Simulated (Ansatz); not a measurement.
Wurtzite InN was calculated with r²SCAN+SOC (plane waves, PAW; Ansatz, a first-principles code).

Run with plane-wave cutoff 560 eV, 12×12×6 k mesh (along the axes of the cell as run), Fermi–Dirac smearing 0.01 eV, PAW data made under PBE.

The volume scan:

```csv
V (Å³/atom),E − E_lowest (meV/atom),P (GPa)
14.958,11.78,6.29
15.270,2.84,2.97
15.581,0.00,0.00
15.893,2.62,-2.64
16.205,10.11,-5.02
```

### Question
What bulk modulus B0 and pressure derivative B′ does a third-order Birch–Murnaghan fit give?

### Answer
V0 = 15.582 Å³/atom, B0 = 140 GPa, B′ = 4.6 (fit to the energies at full precision).

Shape and atoms are relaxed at each volume.

Measured, for comparison: bulk modulus 126 GPa (room temperature, not corrected to a static lattice; as tabulated in Phys. Rev. B 49, 14 (GaN and InN under pressure), abstract); equilibrium volume per atom 15.38 Å³/atom (300 K, not corrected to a static lattice; as tabulated in Wikipedia's data pages). Computed less measured: bulk modulus +11 %, equilibrium volume per atom +1.3 %.

Static lattice: no zero-point or thermal effects.

It cost about 40 core-minutes (a rough figure) of CPU time.
